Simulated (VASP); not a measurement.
# InSb (F-43m) in VASP: further runs

One crystal, InSb, is run at these levels: PBE, r2SCAN; tasks: phonons.

Program: VASP 6.6.1. These are calculated values, not measurements. Logs are shortened: lines on timing, memory, paths and dates and some standing lists are left out, and cuts for length are marked.

## Step 1: The structure

Symmetry: F-43m, No. 216, cubic system. The conventional cell has a = 6.635 Å, b = 6.635 Å, c = 6.635 Å, α = 90.00°, β = 90.00°, γ = 90.00°. In (site symmetry -43m) is surrounded by 4 Sb at 2.87 Å. Sb (site symmetry -43m) has 4 In at 2.87 Å as nearest neighbours.

## Step 2: Phonons, PBE

Contents of POSCAR:

```
InSb
1.0
    0.0000000000      3.3176396663      3.3176396663
    3.3176396663     -0.0000000000      3.3176396663
    3.3176396663      3.3176396663     -0.0000000000
  In              Sb
     1     1
Direct
     0.0000000000000000    0.0000000000000000    1.0000000000000000
     0.2500000000000000    0.2500000000000000    0.2500000000000000
```

Contents of INCAR.step1:

```
ALGO     = Normal         # electronic algorithm
EDIFF    = 1E-8           # SCF threshold, eV
EDIFFG   = -0.002         # ionic threshold
ENCUT    = 600            # plane-wave cutoff, eV
GGA      = PE             # functional
IBRION   = 2              # ionic algorithm
ISIF     = 3              # what is computed and relaxed
ISMEAR   = 0              # smearing method
LASPH    = True           # aspherical terms in the spheres
LCHARG   = False          # write CHGCAR
LREAL    = False          # projectors in reciprocal space
LWAVE    = False          # write WAVECAR
NELM     = 80             # most SCF steps
NSW      = 40             # ionic steps
PREC     = Accurate       # precision mode
SIGMA    = 0.03           # smearing width, eV
```

Contents of INCAR.step2:

```
ALGO     = Normal         # electronic algorithm
EDIFF    = 1E-8           # SCF threshold, eV
ENCUT    = 600            # plane-wave cutoff, eV
GGA      = PE             # functional
IBRION   = 6              # ionic algorithm
ISIF     = 2              # what is computed and relaxed
ISMEAR   = 0              # smearing method
LASPH    = True           # aspherical terms in the spheres
LCHARG   = False          # write CHGCAR
LREAL    = False          # projectors in reciprocal space
LWAVE    = False          # write WAVECAR
NELM     = 80             # most SCF steps
NFREE    = 2            
NSW      = 1              # ionic steps
POTIM    = 0.015          # step
PREC     = Accurate       # precision mode
SIGMA    = 0.03           # smearing width, eV
```

Contents of KPOINTS:

```
k-points
0
Gamma
  10 10 10
```

Potentials or basis: VASP PAW PBE potentials, release 64 (In_d, Sb).

The run is started by

```
> cat potpaw_PBE.64/In_d/POTCAR potpaw_PBE.64/Sb/POTCAR > POTCAR
> cp INCAR.step1 INCAR
> mpirun -np 1 vasp_std > vasp.out
> cp CONTCAR POSCAR
> cp INCAR.step2 INCAR
> mpirun -np 1 vasp_std > vasp.out
```

OUTCAR:

```text
EDIFF = 1E-8
   ENCUT = 600
   GGA = PE
   IBRION = 6
   ISIF = 2
   ISMEAR = 0
   LASPH = True
   LREAL = False
   NELM = 80
   NFREE = 2
   NSW = 1
   POTIM = 0.015
   PREC = Accurate

 ion  position               nearest neighbor table
   1  0.000  0.000  0.000-   2 2.87   2 2.87   2 2.87   2 2.87
   2  0.250  0.250  0.250-   1 2.87   1 2.87   1 2.87   1 2.87

  LATTYP: Found a face centered cubic cell.
 ALAT       =     6.6352793326

  Lattice vectors:

 A1 = (   0.0000000000,   3.3176396663,   3.3176396663)
 A2 = (   3.3176396663,   0.0000000000,   3.3176396663)
 A3 = (   3.3176396663,   3.3176396663,   0.0000000000)

Analysis of symmetry for initial positions (statically):
=====================================================================
 Subroutine PRICEL returns:
 Original cell was already a primitive cell.

 Routine SETGRP: Setting up the symmetry group for a
 face centered cubic supercell.

 Subroutine GETGRP returns: Found 24 space group operations
 (whereof 24 operations were pure point group operations)
 out of a pool of 48 trial point group operations.

The static configuration has the point symmetry T_d .

Analysis of symmetry for dynamics (positions and initial velocities):
=====================================================================
 Subroutine PRICEL returns:
 Original cell was already a primitive cell.

 Routine SETGRP: Setting up the symmetry group for a
 face centered cubic supercell.

 Subroutine GETGRP returns: Found 24 space group operations
 (whereof 24 operations were pure point group operations)
 out of a pool of 48 trial point group operations.

The dynamic configuration has the point symmetry T_d .

 Subroutine INISYM returns: Found 24 space group operations
 (whereof 24 operations are pure point group operations),
 and found     1 'primitive' translations

----------------------------------------------------------------------------------------

                                     Primitive cell

  volume of cell :      73.0327

  direct lattice vectors                    reciprocal lattice vectors
     0.000000000  3.317639666  3.317639666    -0.150709556  0.150709556  0.150709556
     3.317639666  0.000000000  3.317639666     0.150709556 -0.150709556  0.150709556
     3.317639666  3.317639666  0.000000000     0.150709556  0.150709556 -0.150709556

  length of vectors
     4.691851011  4.691851011  4.691851011     0.261036608  0.261036608  0.261036608

  position of ions in fractional coordinates (direct lattice)
     0.000000000  0.000000000  0.000000000
     0.250000000  0.250000000  0.250000000

  ion indices of the primitive-cell ions
   primitive index   ion index
                 1           1
                 2           2

----------------------------------------------------------------------------------------

 KPOINTS: k-points

Automatic generation of k-mesh.
 Grid dimensions read from file:
 generate k-points for:   10   10   10

 Generating k-lattice:

  Cartesian coordinates                     Fractional coordinates (reciprocal lattice)
    -0.015070956  0.015070956  0.015070956     0.100000000  0.000000000  0.000000000
     0.015070956 -0.015070956  0.015070956     0.000000000  0.100000000  0.000000000
     0.015070956  0.015070956 -0.015070956     0.000000000  0.000000000  0.100000000

  Length of vectors
     0.026103661  0.026103661  0.026103661

  Shift w.r.t. Gamma in fractional coordinates (k-lattice)
     0.000000000  0.000000000  0.000000000

 Subroutine IBZKPT returns following result:
 ===========================================

 Found     47 irreducible k-points:

[... 60 lines left out ...]
   ISMEAR =     0;   SIGMA  =   0.03  broadening in eV -4-tet -1-fermi 0-gaus
   EFERMI_NEDOS =   21; number of points for ismear=-14 and -15
   IALGO  =     38    algorithm
   IMIX   =      4    mixing-type and parameters
     AMIX     =   0.40;   BMIX     =  1.00
     AMIX_MAG =   1.60;   BMIX_MAG =  1.00
  volume/ion in A,a.u.               =      36.52       246.42
  Fermi-wavevector in a.u.,A,eV,Ry     =   1.026423  1.939659 14.334344  1.053545
  Thomas-Fermi vector in A             =   2.160315
   LORBIT       =      0    0 simple, 1 ext, 2 COOP (PROOUT), +10 PAW based schemes
   GGA     = PE    functional components
   LHFCALC =     F    Hartree Fock is set to
   AEXX    =    0.0000 exact exchange contribution
   IVDW    =     0    specifies the selected vdW correction
   LEPSILON=     F    determine dielectric tensor
   LRPA    =     F    only Hartree local field effects (RPA)
 finite differences with symmetry
 non-spin polarized calculation
 Gauss-broadening in eV      SIGMA  =   0.03
  energy-cutoff  :      600.00
  volume of cell :       73.03
 maximum number of plane-waves:      2458
 NGX is ok and might be reduce to    40
   NGX = 19   NGY = 19   NGZ = 19

--------------------------------------- Ionic step        1  -------------------------------------------

 number of electron      18.0000000 magnetization

 Free energy of the ion-electron system (eV)
  ---------------------------------------------------
  ext. energy  EPLUGINS =         0.00000000
  ---------------------------------------------------
  free energy    TOTEN  =        -6.95219546 eV

  energy without entropy =       -6.95214918  energy(sigma->0) =       -6.95217232

------------------------ aborting loop because EDIFF is reached ----------------------------------------

  FORCE on cell =-STRESS in cart. coord.  units (eV):
  Direction    XX          YY          ZZ          XY          YZ          ZX
  --------------------------------------------------------------------------------------
  -------------------------------------------------------------------------------------
  Total       -0.0030547     -0.0030547     -0.0030547     -0.0000000     -0.0000000     -0.0000000
  in kB       -0.0670129     -0.0670129     -0.0670129     -0.0000000     -0.0000000     -0.0000000
  external PRESSURE =      -0.0670129 kB  Pullay stress =       0.0000000 kB
[... 131 lines left out ...]
--------------------------------------- Ionic step        5  -------------------------------------------

 number of electron      18.0000000 magnetization

 Free energy of the ion-electron system (eV)
  ---------------------------------------------------
  ext. energy  EPLUGINS =         0.00000000
  ---------------------------------------------------
  free energy    TOTEN  =        -6.95155046 eV

  energy without entropy =       -6.95152227  energy(sigma->0) =       -6.95153637

 E-fermi :   4.3941     XC(G=0):  -8.3827

 val. band max:        4.3788679426   @ k =   0.0000   0.0000   0.0000
 cond. band min:       4.4083198346   @ k =   0.0000   0.0000   0.0000
 fundamental gap:      0.0294518920
 Fermi energy:         4.3940940425

 k-point     1 :       0.0000    0.0000    0.0000
  band No.  band energies     occupation
      1     -10.0919      2.00000
      2     -10.0904      2.00000
      3     -10.0887      2.00000
      4     -10.0235      2.00000
      5     -10.0235      2.00000
      6      -5.9074      2.00000
      7       3.7874      2.00000
      8       4.3479      1.97043
      9       4.3789      1.52710
     10       4.4083      0.50247
     11       7.3205      0.00000
     12       7.3436      0.00000
     13       7.3681      0.00000
[... 354 lines left out ...]
  band No.  band energies     occupation
      1     -10.1382      2.00000
      2     -10.0650      2.00000
      3     -10.0644      2.00000
      4     -10.0333      2.00000
      5     -10.0181      2.00000
      6      -4.6976      2.00000
      7      -0.4340      2.00000
      8       2.4525      2.00000
      9       2.6697      2.00000
     10       5.9399      0.00000
     11       6.6492      0.00000
     12      10.0292      0.00000
     13      10.5278      0.00000

 [... further k-points ...]

------------------------ aborting loop because EDIFF is reached ----------------------------------------

  FORCE on cell =-STRESS in cart. coord.  units (eV):
  Direction    XX          YY          ZZ          XY          YZ          ZX
  --------------------------------------------------------------------------------------
  -------------------------------------------------------------------------------------
  Total       -0.0016529     -0.0013161     -0.0013161      0.0000000      0.0931060      0.0000000
  in kB       -0.0362605     -0.0288729     -0.0288729      0.0000000      2.0425398      0.0000000
  external PRESSURE =      -0.0313354 kB  Pullay stress =       0.0000000 kB
[... 17 lines left out ...]
  FREE ENERGIE OF THE ION-ELECTRON SYSTEM (eV)
  ---------------------------------------------------
  free  energy   TOTEN  =        -6.9515504609 eV

  energy  without entropy=       -6.9515222747  energy(sigma->0) =       -6.95153637

 INTERNAL STRAIN TENSORS FROM DISPLACED ATOMS
 ============================================

 INTERNAL STRAIN TENSOR FOR ION    1 for displacements in x,y,z  (eV/Angst):
          X           Y           Z          XY          YZ          ZX
  --------------------------------------------------------------------------------
  x     0.00000     0.00000     0.00000     0.00000     6.21149     0.00000
  y     0.00000     0.00000     0.00000     0.00000     0.00000     6.21149
  z     0.00000     0.00000     0.00000     6.21149     0.00000     0.00000

 INTERNAL STRAIN TENSOR FOR ION    2 for displacements in x,y,z  (eV/Angst):
          X           Y           Z          XY          YZ          ZX
  --------------------------------------------------------------------------------
  x     0.00000     0.00000     0.00000     0.00000    -6.20800     0.00000
  y    -0.00000    -0.00000    -0.00000     0.00000     0.00000    -6.20800
  z     0.00000     0.00000     0.00000    -6.20800     0.00000     0.00000

 Eigenvectors and eigenvalues of the dynamical matrix
 ----------------------------------------------------

   1 f  =    4.885718 THz    30.697871 2PiTHz  162.970008 cm-1    20.205697 meV
             X         Y         Z           dx          dy          dz
      0.000000  0.000000  0.000000     0.437424    0.540344    0.177365
      1.658820  1.658820  1.658820    -0.424688   -0.524611   -0.172201
[... 21 lines left out ...]
   6 f/i=    0.000604 THz     0.003793 2PiTHz    0.020134 cm-1     0.002496 meV
             X         Y         Z           dx          dy          dz
      0.000000  0.000000  0.000000     0.250636   -0.646455   -0.067134
      1.658820  1.658820  1.658820     0.258152   -0.665843   -0.069147

 ELASTIC MODULI CONTR FROM IONIC RELAXATION (kBar)
 Direction    XX          YY          ZZ          XY          YZ          ZX
 --------------------------------------------------------------------------------
 XX          -0.0000     -0.0000     -0.0000      0.0000      0.0000     -0.0000
 YY          -0.0000     -0.0000     -0.0000      0.0000      0.0000     -0.0000
 ZZ          -0.0000     -0.0000     -0.0000      0.0000      0.0000     -0.0000
 XY           0.0000      0.0000      0.0000   -146.5754      0.0000      0.0000
 YZ           0.0000      0.0000      0.0000      0.0000   -146.5754      0.0000
 ZX          -0.0000     -0.0000     -0.0000      0.0000      0.0000   -146.5754
 --------------------------------------------------------------------------------
```

It took 4.1 min on 1 thread of Intel Xeon 6975P-C (Granite Rapids), shared host; peak memory 0.51 GiB.

What came out:

| Item | Value |
| --- | --- |
| Highest phonon frequency at Γ, LO-TO splitting left out | 163 cm⁻¹ |

Phonon frequencies in cm⁻¹ (negative: imaginary):
```
              q point        frequencies
(0.000, 0.000, 0.000)  0 0 0 163 163 163
```

The run has no spin-orbit coupling, so splittings on Sb are missing.

[end of part 1 of 2]
